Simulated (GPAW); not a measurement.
A run of GPAW 26.7.0:

Contents of run.py:

```python
from ase.calculators.mixing import SumCalculator
from ase.filters import FrechetCellFilter
from ase.io import read, write
from ase.optimize import BFGS
from dftd4.ase import DFTD4
from gpaw import GPAW, PW, setup_paths

setup_paths.insert(0, '.')

atoms = read('POSCAR')

calc = GPAW(mode=PW(600),
            xc='PBEsol',
            kpts={'size': (8, 9, 8), 'gamma': True},
            occupations={'name': 'fermi-dirac', 'width': 0.05},
            nbands=7,
            convergence={'density': 1e-05, 'energy': 1e-05},
            maxiter=150,
            txt='gpaw.txt')
atoms.calc = SumCalculator([calc, DFTD4(method='pbesol')])
opt = BFGS(FrechetCellFilter(atoms), trajectory='relax.traj', logfile='-')
done = opt.run(fmax=0.05, steps=100)
calc.write('gs.gpw')
write('result.traj', atoms)
print('Converged:', done)
print('Cell:', atoms.cell.cellpar().round(4))
print('Volume:', round(atoms.get_volume(), 4))
print(atoms.get_scaled_positions().round(5))
```

The input POSCAR:

```
Al
1.0
   -1.5759003900      1.6569236100      1.6579838500
    1.4794763400     -1.5976414500      1.5022776300
    1.6144548200      1.6361958800     -1.5987016800
Al
1
Direct
    0.0000000000      0.0000000000      0.0000000000
```

Potentials or basis: PAW data sets generated in the run's folder for this functional, pw.

Launch:

```bash
$ gpaw-setup -f PBEsol Al
$ OMP_NUM_THREADS=1 python run.py
```

Hardware: 1 thread of Intel(R) Xeon(R) 6975P-C (Granite Rapids), on a shared host.

Task: How long does it take, and how much memory?

Result: It took 4.6 min on 1 thread of Intel(R) Xeon(R) 6975P-C (Granite Rapids), on a shared host, peak memory 0.23 GiB. Counts: scf iterations 212, plane waves 548, bands 7, k points 290, ion steps 29.
